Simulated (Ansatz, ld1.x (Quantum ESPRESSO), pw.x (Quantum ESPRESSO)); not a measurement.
rhenium (Re): does the ultrasoft potential hold in the solid?

Re (Z = 75), ultrasoft, made with ld1.x (Quantum ESPRESSO) 7.5 (PBE, scalar-relativistic). Core [Xe] 4f14, reference 5d5 6s2 6p0. Waves: 6s (bound): rcut 2.60, rcutus 3.20 bohr; 6s channel at 1.25 Ry: rcut 2.60, rcutus 3.20 bohr; 6p (bound, empty): rcut 2.20, rcutus 2.65 bohr; 6p channel at 0.65 Ry: rcut 2.20, rcutus 2.65 bohr; 5d (bound): rcut 1.20, rcutus 1.70 bohr; 5d channel at 1.25 Ry: rcut 1.20, rcutus 1.70 bohr; 5f channel at 0.05 Ry: rcut 2.75, rcutus 2.95 bohr; 5f channel at 0.7 Ry: rcut 2.75, rcutus 2.95 bohr. Local part: all-electron potential smoothed inside 3.00 bohr (lloc = -1). Core correction: Bessel-smoothed model core, default radius (core density twice the valence density). Augmentation charge: PSQ, inside the norm-conserving radii.

Atomic tests: cutoffs needed: 35 Ry and 55 Ry (the cutoffs (Ry, on a coarse ladder) from which the occupation-weighted sum of valence levels, in a spherical-Bessel basis at the reference potential, stays within 10 and 1 mRy of its value at 400 Ry); ghost test: no extra level below or beside the all-electron valence levels (s, p, d, f tested) (spherical-Bessel basis up to 400 Ry, 20 bohr box); configuration tests: 2 of 7 tests not solved or not reliable.

Crystal test: fcc Re in pw.x 7.5, no spin, 14³ k-points, Fermi–Dirac smearing 0.01 Ry, cutoffs 70/700 Ry. The reference is all-electron LAPW (Ansatz 0.2.0) with the same functional, mesh and smearing; V0 and B0 come from Birch–Murnaghan fits to the pressures at five volumes. Errors are pseudo minus all-electron; Δ is the rms difference of the E(V) curves that follow from these fits, minima aligned, over ±6 % about the mean V0. Mesh and smearing are coarse, so the numbers serve the comparison and aren't converged zero-temperature values; the lattice is a test structure that the element need not adopt.

```csv
V (Å³/atom),P all-electron (GPa),P pseudo (GPa)
14.246,21.20,29.51
14.621,10.13,17.11
14.996,0.45,6.33
15.371,-8.00,-3.05
15.746,-15.36,-11.20
```

All-electron: a0 = 3.916 Å (V0 = 15.01 Å³/atom), B0 = 359.1 GPa.

Pseudopotential: mean pressure error (GPa): +6.05; a0 (Å): 3.936; a0 error (%): +0.50; B0 error (%): +3.7; Δ (meV/atom): 18.7. The largest radius (3.20 bohr) exceeds half the bond length (2.62 bohr), so the spheres overlap, which is one possible source of error among others. This is a poor potential for the solid. Atomic configuration tests: 2 of 7 tests not solved or not reliable.

At the middle volume, how do free energy and pressure move when the wave cutoff is lowered (ecutrho held at 700 Ry)?

```csv
cutoff (Ry),shift of F (meV/atom),shift of P (GPa)
32,+99.6,-8.03
42,+20.2,+0.00
56,+6.5,-0.43
```

The run at the middle volume (104 k-points, 7 iterations) took about 27 s on one core of a shared host (Neoverse-V1, 32 threads, 247 GiB, load 22).
